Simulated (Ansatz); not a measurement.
# ZnS: stress in a strained cell

ZnS is deformed so: equal xy, yz and zx engineering shear strains of +3 %. What stress and forces result, by LAPW, PAW and all-electron datasets made for the crystal?

Method: DFT PBEsol, scalar-relativistic, in Ansatz 0.2.0.

### Step 1. Starting point

It takes space group P6_3mc (No. 186, hexagonal). Conventional cell: a = 3.811 Å, b = 3.811 Å, c = 6.234 Å, α = 90.00°, β = 90.00°, γ = 120.00°. Around Zn (site symmetry 3m) lie 4 S at 2.31 to 2.40 Å. S (site symmetry 3m) is surrounded by 4 Zn at 2.31 to 2.40 Å.

As a file:

```
Zn S
1.0
     3.81100    0.00000    0.00000
    -1.90550    3.30042    0.00000
     0.00000    0.00000    6.23400
Zn S
2 2
Direct
  0.33333 0.66667 0.00000
  0.66667 0.33333 0.50000
  0.33333 0.66667 0.38500
  0.66667 0.33333 0.88500
```

Atoms are numbered in the order of the input: Zn1, Zn2, S3, S4.

### Step 2. The deformed structure

Space group P6_3mc before, P1 after.

### Step 3. LAPW, all electrons

File input.yaml:

```yaml
crystal:
  lattice:
    - [3.8109987816, 0.0571649817, 0.0571649817]
    - [-1.8559930644, 3.2718392677, 0.0209238355]
    - [0.09351, 0.09351, 6.234]
  atoms:
    - { symbol: Zn, position: [0.3333333333, 0.6666666667, 0.0] }
    - { symbol: Zn, position: [0.6666666667, 0.3333333333, 0.5] }
    - { symbol: S, position: [0.3333333333, 0.6666666667, 0.385] }
    - { symbol: S, position: [0.6666666667, 0.3333333333, 0.885] }
kpoints:
  mp_grid: { grid: [8, 8, 5] }
  band_path:
    path:
      - [0.0, 0.0, 0.0]
      - [0.0, -0.5, 0.0]
      - [0.0, 0.0, 0.5]
      - [0.0, 0.0, 0.0]
      - [-0.5, 0.0, 0.0]
      - [-0.5, 0.5, -0.5]
      - [0.0, 0.0, 0.0]
      - [-0.5, 0.0, -0.5]
      - [-0.5, 0.5, 0.0]
    npoints: 5
scf:
  occupations: { method: fermi_dirac, width: 0.03 }
hamiltonian:
  xc: pbesol
  pseudopotentials: { kind: all_electron, lapw: { basis_error: 0.001 } }
output:
  forces: true
  stress: true
  eigenvalues: true
```

On the command line:

```bash
$ ansatz run input.yaml --threads 1 --pin off --max-ram 6144MiB --backend cpu --events-out ev --progress --plain --runs-dir out
```

Log (excerpt; [...] marks lines left out):

```text
LAPW: plane waves up to 8.871 Å⁻¹, error target 1.0e-3 eV per atom; small_component_spin mean_spin; S in spheres of 1.013 Å, 14 of its electrons in bands, Dirac shells []; Zn in spheres of 1.266 Å, 20 of its electrons in bands, Dirac shells []
[...]
Pseudopotentials: kind: all_electron
Pseudopotential: Zn, LAPW, valence charge 20, Koelling and Harmon's equation, gaussian nucleus
Pseudopotential: S, LAPW, valence charge 14, Koelling and Harmon's equation, gaussian nucleus
Functional definition: PBEsol
[...]
Crystal: 4 atoms, lattice volume = 78.358 Å³
Basis set: ecut = 299.81880801947597 eV, 939 PW (Γ), exchange–correlation at level 2
Bands: 41, of which v1, the nominal top of the filled ones, is band 34 counted from 1 (33 counted from 0)
Symmetry: 1 space group operations
Space group: P1 (ITA 1), of the structure as read, at distance tolerance 4.3e-5 Å
k-points: 162 of 320 (time reversal used)
[...]
SCF iter   1: F=—  HF=-119364.923087 eV  |F-HF|=—  |Δ(HF+E_count)|=         —  Δρ=3.93e-2  dr2=1.92e0  ethr=2.82e-3  ⟨swp⟩=2.0  Hψ=45127  notcnv=0
[...]
the basis was enlarged: its passes take 256.5 KiB over the memory plan, 1 of 1 planned eigensolver slots
[...]
SCF iter  10: F=-119364.077717 eV  HF=-119364.077717 eV  |F-HF|=6.82e-9  |Δ(HF+E_count)|=   2.31e-7  Δρ=3.74e-6  dr2=1.27e-8  ethr=6.63e-10  ⟨swp⟩=3.0  Hψ=19331  notcnv=0
[...]
NSCF: frozen V_eff on 41 k-points
SCF converged after 10 iterations
Free energy (F): -119364.077717 eV
[...]
E sigma→0 (E₀):  -119364.077717 eV
Fermi energy:    8.397764 eV
[...]
--- Forces (eV/Å), atoms counted from 1 ---
  atom   1  Zn    -0.24503999    -0.08677528     0.32188849
  atom   2  Zn     0.05146760    -0.10398416     0.30815153
  atom   3  S     -0.09042573     0.10420875    -0.30304691
  atom   4  S      0.28399807     0.08655044    -0.32699982
[...]
--- Stress (GPa, compression-positive) ---
       -0.504039      -1.724745      -1.082409
       -1.724745      -0.534933      -1.078372
       -1.082409      -1.078372      -2.423726
  P = ⅓ Tr σ = -1.1542 GPa (-11.542 kbar)
--- Band table (eV; the first three rows and the last of 162) ---
[...]
```

Run time: 5 min. Hardware: 1 thread of Arm Neoverse V2, shared host; peak memory 0.97 GiB.

Result: pressure -1.15 GPa; gap 2.04 eV, direct at Γ; largest force 0.442 eV/Å.

### Step 4. PAW with frozen cores

File input.yaml:

```yaml
crystal:
  lattice:
    - [3.8109987816, 0.0571649817, 0.0571649817]
    - [-1.8559930644, 3.2718392677, 0.0209238355]
    - [0.09351, 0.09351, 6.234]
  atoms:
    - { symbol: Zn, position: [0.3333333333, 0.6666666667, 0.0] }
    - { symbol: Zn, position: [0.6666666667, 0.3333333333, 0.5] }
    - { symbol: S, position: [0.3333333333, 0.6666666667, 0.385] }
    - { symbol: S, position: [0.6666666667, 0.3333333333, 0.885] }
kpoints:
  mp_grid: { grid: [8, 8, 5] }
scf:
  occupations: { method: fermi_dirac, width: 0.03 }
hamiltonian:
  xc: pbesol
  pseudopotentials: { kind: paw }
output:
  forces: true
  stress: true
  eigenvalues: true
  efg: { contact_densities: true }
```

On the command line:

```bash
$ ansatz run input.yaml --threads 1 --pin off --max-ram 6144MiB --backend cpu --events-out ev --progress --plain --runs-dir out
```

Log (excerpt; [...] marks lines left out):

```text
[...]
Pseudopotentials: kind: paw
Pseudopotential: Zn, paw, valence charge 12, recommended cutoff 420 eV (normal)
Pseudopotential: S, paw, valence charge 6, recommended cutoff 420 eV (normal)
Functional definition: PBEsol
[...]
Crystal: 4 atoms, lattice volume = 78.358 Å³
Basis set: ecut = 420 eV, 1531 PW (Γ), exchange–correlation on 54×54×90 points (8 copies of the dense FFT grid, shifted against one another)
Bands: 22, of which v1, the nominal top of the filled ones, is band 18 counted from 1 (17 counted from 0)
Symmetry: 1 space group operations
Space group: P1 (ITA 1), of the structure as read, at distance tolerance 4.3e-5 Å
k-points: 162 of 320 (time reversal used)
[...]
SCF iter   1: F=—  HF=-8334.822775 eV  |F-HF|=—  |Δ(HF+E_count)|=         —  Δρ=5.35e-3  dr2=2.57e-2  ethr=1.77e-3  ⟨swp⟩=6.2  Hψ=17620  notcnv=0
[...]
--- Stress (GPa, compression-positive) ---
       -0.510304      -1.727540      -1.083802
       -1.727540      -0.541567      -1.079836
       -1.083802      -1.079836      -2.434394
  P = ⅓ Tr σ = -1.1621 GPa (-11.621 kbar)
--- PAW observables at the nuclei: V_zz in 10²¹ V/m², potentials from the cell's mean, atoms counted from 1 ---
  atom   1  Zn V_zz =    -2.113562   η = 0.8291   by run symmetry: allowed
            electrostatic potential = -3941.508728 V   contact ρ = 166267.747646 e/Å³
  atom   2  Zn V_zz =    +1.892787   η = 0.6779   by run symmetry: allowed
            electrostatic potential = -3941.512837 V   contact ρ = 166267.647075 e/Å³
  atom   3  S  V_zz =    +1.249075   η = 0.5816   by run symmetry: allowed
            electrostatic potential = -1632.890455 V   contact ρ = 19698.064947 e/Å³
  atom   4  S  V_zz =    +0.966864   η = 0.7229   by run symmetry: allowed
            electrostatic potential = -1632.890111 V   contact ρ = 19698.063557 e/Å³
--- Band table (eV; the first three rows and the last of 162) ---
[... band rows left out ...]
[...]
```

It took 28 s on 1 thread of Arm Neoverse V2, shared host; peak memory 0.48 GiB.

Result: pressure -1.16 GPa; gap on the k mesh 2.04 eV; largest force 0.442 eV/Å; Vzz Zn1 -2.11 (η = 0.83), Zn2 1.89 (η = 0.68), S3 1.25 (η = 0.58), S4 0.97 (η = 0.72) (10²¹ V/m²).

### Step 5. Datasets made for this crystal

input.yaml: that of step 4 with these lines changed.

```diff
@@ -16,3 +16,3 @@
   xc: pbesol
-  pseudopotentials: { kind: paw }
+  pseudopotentials: { kind: all_electron, datasets: crystal }
 output:
```

On the command line:

```bash
$ ansatz run input.yaml --threads 1 --pin off --max-ram 6144MiB --backend cpu --events-out ev --progress --plain --runs-dir out
```

Log (excerpt; [...] marks lines left out):

```text
[...]
Pseudopotentials: kind: all_electron
Pseudopotential: Zn, paw, valence charge 20, recommended cutoff 300 eV (normal), Koelling and Harmon's equation, gaussian nucleus
Pseudopotential: S, paw, valence charge 6, recommended cutoff 300 eV (normal), Koelling and Harmon's equation, gaussian nucleus
Functional definition: PBEsol
[...]
Crystal: 4 atoms, lattice volume = 78.358 Å³
Basis set: ecut = 300 eV, 939 PW (Γ), exchange–correlation on 48×48×72 points (8 copies of the dense FFT grid, shifted against one another)
Bands: 22, of which v1, the nominal top of the filled ones, is band 18 counted from 1 (17 counted from 0)
Symmetry: 1 space group operations
Space group: P1 (ITA 1), of the structure as read, at distance tolerance 4.3e-5 Å
k-points: 162 of 320 (time reversal used)
[...]
--- PAW observables at the nuclei: V_zz in 10²¹ V/m², potentials from the cell's mean, atoms counted from 1 ---
  atom   1  Zn V_zz =    -2.110891   η = 0.8263   by run symmetry: allowed
            electrostatic potential = -3939.828370 V   contact ρ = 166337.577864 e/Å³
  atom   2  Zn V_zz =    +1.888681   η = 0.6811   by run symmetry: allowed
            electrostatic potential = -3939.830346 V   contact ρ = 166337.479696 e/Å³
  atom   3  S  V_zz =    +1.243679   η = 0.5711   by run symmetry: allowed
            electrostatic potential = -1631.409696 V   contact ρ = 19715.996567 e/Å³
  atom   4  S  V_zz =    +0.966991   η = 0.7042   by run symmetry: allowed
            electrostatic potential = -1631.408535 V   contact ρ = 19715.995106 e/Å³
--- Band table (eV; the first three rows and the last of 162) ---
  k-point 0: bands = ["-5.8976", "-4.9535", "0.8934", "0.9037", "0.9578", "0.9703", "0.9879", "1.3787", "1.3844", "1.4573", "1.4639", "1.6210", "2.0905", "6.3909", "6.4954", "7.1930", "7.3527", "7.3676", "9.4111", "10.1886"]
[...]
```

Wall time 1.9 min (1 thread of Arm Neoverse V2, shared host); peak memory 1.4 GiB.

This run gives: pressure -1.16 GPa; gap on the k mesh 2.04 eV; largest force 0.442 eV/Å; Vzz Zn1 -2.11 (η = 0.83), Zn2 1.89 (η = 0.68), S3 1.24 (η = 0.57), S4 0.97 (η = 0.70) (10²¹ V/m²).

### Step 6. Stress and forces compared

Stress (GPa, compression positive):

```csv
method,xx,yy,zz,yz,xz,xy
LAPW,-0.50,-0.53,-2.42,-1.08,-1.08,-1.72
PAW,-0.51,-0.54,-2.43,-1.08,-1.08,-1.73
crystal datasets,-0.51,-0.54,-2.43,-1.08,-1.08,-1.72
```

Forces (eV/Å):

```csv
atom,LAPW x,LAPW y,LAPW z,PAW x,PAW y,PAW z,crystal datasets x,crystal datasets y,crystal datasets z
Zn1,-0.245,-0.087,0.322,-0.246,-0.087,0.322,-0.245,-0.087,0.322
Zn2,0.051,-0.104,0.308,0.052,-0.104,0.308,0.051,-0.104,0.308
S3,-0.090,0.104,-0.303,-0.091,0.104,-0.303,-0.090,0.104,-0.303
S4,0.284,0.087,-0.327,0.285,0.087,-0.327,0.284,0.087,-0.327
```

| method | pressure (GPa) | gap on the k mesh (eV) | largest force (eV/Å) | Vzz Zn1 (10²¹ V/m²) | Vzz Zn2 (10²¹ V/m²) | Vzz S3 (10²¹ V/m²) | SCF cycles, all passes |
| --- | --- | --- | --- | --- | --- | --- | --- |
| LAPW | -1.15 | 2.04 | 0.442 | – | – | – | 10 |
| PAW | -1.16 | 2.04 | 0.442 | -2.11 | 1.89 | 1.25 | 7 |
| crystal datasets | -1.16 | 2.04 | 0.442 | -2.11 | 1.89 | 1.24 | 11 |

### Step 7. Summary of results

```
                                 quantity                                              value
                                 pressure  LAPW -1.15, PAW -1.16, crystal datasets -1.16 GPa
largest shear or deviatoric stress (LAPW)                                           1.72 GPa
```

In words: The largest part of the stress beyond the pressure is 1.72 GPa in size, in the xy component; the atoms are carried along and not relaxed. No run of the undeformed cell stands beside it, so the pressure holds what the given cell had before the change. PAW: stress within 0.01 GPa of LAPW, forces within 1 meV/Å. Crystal datasets: stress within 0.01 GPa of LAPW, forces within 1 meV/Å.
